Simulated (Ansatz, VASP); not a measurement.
## Two plane-wave programs on GaN

INCAR

```
PREC = Accurate
ENCUT = 600
EDIFF = 1E-7
ISMEAR = -1
SIGMA = 0.05
LREAL = False
LASPH = True
NELM = 80
ALGO = Normal
ISIF = 3
LWAVE = False
LCHARG = False
GGA = PE
IVDW = 13
IBRION = 2
NSW = 40
EDIFFG = -0.01
```

The input KPOINTS:

```
regular mesh
0
Gamma
  10 10 5
```

The input POSCAR:

```
GaN
1.0
    3.1800000000      0.0000000000      0.0000000000
   -1.5900000000      2.7539607840      0.0000000000
    0.0000000000      0.0000000000      5.1660000000
Ga N
2 2
Direct
    0.6666666667      0.3333333333      0.5000000000
    0.3333333333      0.6666666667      0.0000000000
    0.6666666667      0.3333333333      0.8750000000
    0.3333333333      0.6666666667      0.3750000000
```

Contents of input.yaml:

```yaml
crystal:
  lattice:
    - [3.18, 0.0, 0.0]
    - [-1.59, 2.753960784, 0.0]
    - [0.0, 0.0, 5.166]
  atoms:
    - { symbol: Ga, position: [0.6666666667, 0.3333333333, 0.5] }
    - { symbol: Ga, position: [0.3333333333, 0.6666666667, 0.0] }
    - { symbol: "N", position: [0.6666666667, 0.3333333333, 0.875] }
    - { symbol: "N", position: [0.3333333333, 0.6666666667, 0.375] }
hamiltonian:
  xc: pbe
  pseudopotentials: { kind: paw }
  dispersion: d4
kpoints:
  mp_grid: { grid: [10, 10, 5] }
scf:
  occupations: { method: fermi_dirac, width: 0.05 }
output:
  forces: true
  stress: true
  write_density: true
  write_potential: true
  elf: true
  volumetric_format: npy
relax:
  f_tol: 0.01
  max_steps: 40
  cell: { stress_tol: 0.05 }
```

Alike in both runs: task relaxation of cell and atoms; functional PBE; dispersion D4; k mesh 10 × 10 × 5; occupations fermi-dirac, width 0.05 eV; no spin polarisation.

```csv
,VASP,Ansatz
version,VASP 6.6.1,Ansatz 0.2.0
potentials or method,"VASP PAW PBE potentials, release 64 (Ga_d, N)",Ansatz PAW
plane-wave cutoff (eV),600,420
valence electrons in the cell,36,36
```

|  | VASP | Ansatz | Ansatz less VASP |
| --- | --- | --- | --- |
| gap on the k mesh at the Fermi level, each at its own relaxed structure (eV) | 1.92 | 1.92 | -0.007 |
| relaxed volume (Å³/atom) | 11.39 | 11.40 | +0.006 |
| relaxed cell length with the largest relative difference (Å) | 3.184 | 3.185 | +0.0015 |

Caveats: odd divisions of the mesh miss points on the zone boundary, where band edges often lie, so the gap on the mesh can be too wide (Ansatz); the plane-wave basis is chosen anew once the cell has moved, so the energies of steps on either side of that aren't comparable (Ansatz); the pressure holds a Pulay correction of +0.5 GPa for the finite cutoff (Ansatz). Zero-point motion and thermal expansion aren't in these numbers.
